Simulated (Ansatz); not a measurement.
## K under changes of volume

One of the cells (78.519 Å³/atom); the others are scaled copies at fixed shape and fractional positions:

```
K
1.0
    -2.69756    2.69756    2.69756
     2.69756   -2.69756    2.69756
     2.69756    2.69756   -2.69756
K
1
Direct
  0.00000 0.00000 0.00000
```

* Program: Ansatz 0.2.0
* Functional: PBEsol
* Potentials or basis: all-electron LAPW, scalar-relativistic
* Cutoff: 58 eV (chosen from the basis error)
* Basis error allowed: 0.0005 eV/atom
* k mesh: 7 × 7 × 7
* Occupations: fermi-dirac, width 0.05 eV
* Spin: no spin polarisation

```tsv
volume (Å³/atom)	energy over the lowest point (meV/atom)	pressure (GPa)
73.807	0.00	-0.1
75.378	1.75	-0.2
76.948	4.10	-0.3
78.519	6.99	-0.3
80.089	10.36	-0.4
81.659	14.15	-0.4
83.230	?	?
```

Question: What does the run at 83.230 Å³/atom give?

Answer: Energy over the lowest point 18.34 meV/atom; pressure -0.4 GPa.

Worked out: A Birch-Murnaghan fit of order 3 (a polynomial in V^(-2/3)) to the other rows has no minimum within the range. It gives 18.32 meV/atom at 83.230 Å³/atom, against the run's 18.34, and -dE/dV = -0.4 GPa, against -0.4.

Energies are extrapolated to zero smearing.
